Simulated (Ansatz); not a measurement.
## TaN: stable or not

It comes from a database structure that was distorted and then relaxed.

Computed with DFT PBE, scalar-relativistic, plane waves, PAW (Ansatz). Plane waves to 420 eV, a 21×21×20 mesh through Γ for the 2-atom cell and 0.10 eV Gaussian smearing; no spin polarisation.

```cif
data_structure
_symmetry_space_group_name_H-M 'P-6m2'
_symmetry_Int_Tables_number 187
_cell_length_a 2.9502
_cell_length_b 2.9502
_cell_length_c 2.8978
_cell_angle_alpha 90.000
_cell_angle_beta 90.000
_cell_angle_gamma 120.000
_cell_volume 21.84
loop_
_atom_site_label
_atom_site_type_symbol
_atom_site_symmetry_multiplicity
_atom_site_Wyckoff_symbol
_atom_site_fract_x
_atom_site_fract_y
_atom_site_fract_z
_atom_site_occupancy
Ta1 Ta 1 b 0.00000 0.00000 0.50000 1
N1 N 1 e 0.66667 0.33333 0.00000 1
```

The zero of energy is the elements' standard structures at the same level (N₂ as a molecule); no fitted shifts are applied.

Question: These tests were run: energy against the elements; random kick, then relaxation without symmetry; phonons at Γ. What do they show?

Answer:

| test | result |
| --- | --- |
| energy against the elements | −1.13 eV/atom |
| random kick, then relaxation without symmetry | returns |
| phonons at Γ | lowest optical mode 511 cm⁻¹ |

It fails none of these tests. Competing phases weren't compared here. Phonons away from Γ weren't computed.

Spin–orbit coupling, which can matter for Ta, is left out. The kick test ran on a coarse mesh. The run for the phonons used a 21×21×20 k mesh and Fermi–Dirac smearing of 0.15 eV.
